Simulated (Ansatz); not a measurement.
A relaxation computed with Ansatz, from input to last step.

```yaml
crystal:
  lattice:
    - [3.7357966438, 0.0, 0.0]
    - [0.0, 4.033865525, 0.0]
    - [0.0, 0.0, 4.033865525]
  atoms:
    - { symbol: Cu, position: [0.0, 0.0, 0.0] }
    - { symbol: Au, position: [0.0, 0.5, 0.5] }
    - { symbol: Au, position: [0.5, 0.0, 0.5] }
    - { symbol: Au, position: [0.5, 0.5, 0.0] }
basis:
  ecutwfc: 420
kpoints:
  mp_grid: { grid: [14, 14, 14] }
hamiltonian:
  xc: pbesol
scf:
  occupations: { method: gaussian, width: 0.1 }
output:
  forces: true
  stress: true
  eigenvalues: true
relax:
  adjacent_minimum: "off"
  f_tol: 0.008
  max_steps: 40
  cell: { stress_tol: 0.015, fix: [a, angles] }
```

```bash
ansatz run input.yaml --threads 1 --pin off --max-ram 2560MiB --backend cpu --events-out ev --progress --plain --runs-dir out
```

Computed with Ansatz, DFT PBEsol, scalar-relativistic, plane waves, PAW.

Of 6 frames 6 are shown, positions in Å and forces in eV/Å; the SCF threshold varies from step to step. Steps run on the plane waves of an earlier cell, with a Pulay correction in the pressure. The basis is chosen afresh for the last frame, the zero of the energies, and at times for earlier ones too; energy and pressure can step there, also at an unchanged geometry. Where two frames share a geometry here, they differ by under 2 meV/atom and 0.3 GPa.

```xyz
4
Lattice="3.7358 0.0000 0.0000 0.0000 4.0339 0.0000 0.0000 0.0000 4.0339" Properties=species:S:1:pos:R:3:forces:R:3 pbc="T T T" step=1 free_energy_over_end_meV_per_atom=7.38 pressure_GPa=6.34
Cu    0.0000    0.0000    0.0000    0.0000    0.0000    0.0000
Au    0.0000    2.0169    2.0169    0.0000    0.0000    0.0000
Au    1.8679    0.0000    2.0169    0.0000    0.0000    0.0000
Au    1.8679    2.0169    0.0000    0.0000    0.0000    0.0000
4
Lattice="3.7358 0.0000 0.0000 0.0000 4.1409 0.0000 0.0000 0.0000 4.1409" Properties=species:S:1:pos:R:3:forces:R:3 pbc="T T T" step=2 free_energy_over_end_meV_per_atom=4.77 pressure_GPa=-2.94
Cu    0.0000    0.0000    0.0000    0.0000    0.0000    0.0000
Au    0.0000    2.0705    2.0705    0.0000    0.0000    0.0000
Au    1.8679    0.0000    2.0705    0.0000    0.0000    0.0000
Au    1.8679    2.0705    0.0000    0.0000    0.0000    0.0000
4
Lattice="3.7358 0.0000 0.0000 0.0000 4.0966 0.0000 0.0000 0.0000 4.0966" Properties=species:S:1:pos:R:3:forces:R:3 pbc="T T T" step=3 free_energy_over_end_meV_per_atom=0.21 pressure_GPa=0.55
Cu    0.0000    0.0000    0.0000    0.0000    0.0000    0.0000
Au    0.0000    2.0483    2.0483    0.0000    0.0000    0.0000
Au    1.8679    0.0000    2.0483    0.0000    0.0000    0.0000
Au    1.8679    2.0483    0.0000    0.0000    0.0000    0.0000
4
Lattice="3.7358 0.0000 0.0000 0.0000 4.0926 0.0000 0.0000 0.0000 4.0926" Properties=species:S:1:pos:R:3:forces:R:3 pbc="T T T" step=4 free_energy_over_end_meV_per_atom=0.17 pressure_GPa=0.88
Cu    0.0000    0.0000    0.0000    0.0000    0.0000    0.0000
Au    0.0000    2.0463    2.0463    0.0000    0.0000    0.0000
Au    1.8679    0.0000    2.0463    0.0000    0.0000    0.0000
Au    1.8679    2.0463    0.0000    0.0000    0.0000    0.0000
4
Lattice="3.7358 0.0000 0.0000 0.0000 4.0929 0.0000 0.0000 0.0000 4.0929" Properties=species:S:1:pos:R:3:forces:R:3 pbc="T T T" step=5 free_energy_over_end_meV_per_atom=0.17 pressure_GPa=0.86
Cu    0.0000    0.0000    0.0000    0.0000    0.0000    0.0000
Au    0.0000    2.0464    2.0464    0.0000    0.0000    0.0000
Au    1.8679    0.0000    2.0464    0.0000    0.0000    0.0000
Au    1.8679    2.0464    0.0000    0.0000    0.0000    0.0000
4
Lattice="3.7358 0.0000 0.0000 0.0000 4.0929 0.0000 0.0000 0.0000 4.0929" Properties=species:S:1:pos:R:3:forces:R:3 pbc="T T T" step=6 free_energy_over_end_meV_per_atom=0.00 pressure_GPa=0.85
Cu    0.0000    0.0000    0.0000    0.0000    0.0000    0.0000
Au    0.0000    2.0464    2.0464    0.0000    0.0000    0.0000
Au    1.8679    0.0000    2.0464    0.0000    0.0000    0.0000
Au    1.8679    2.0464    0.0000    0.0000    0.0000    0.0000
```

The run took 4.6 min on 1 thread of Arm Neoverse V1, on a shared host, peak memory 0.78 GiB.

Spin–orbit coupling is left out, which can shift energies with elements as heavy as these.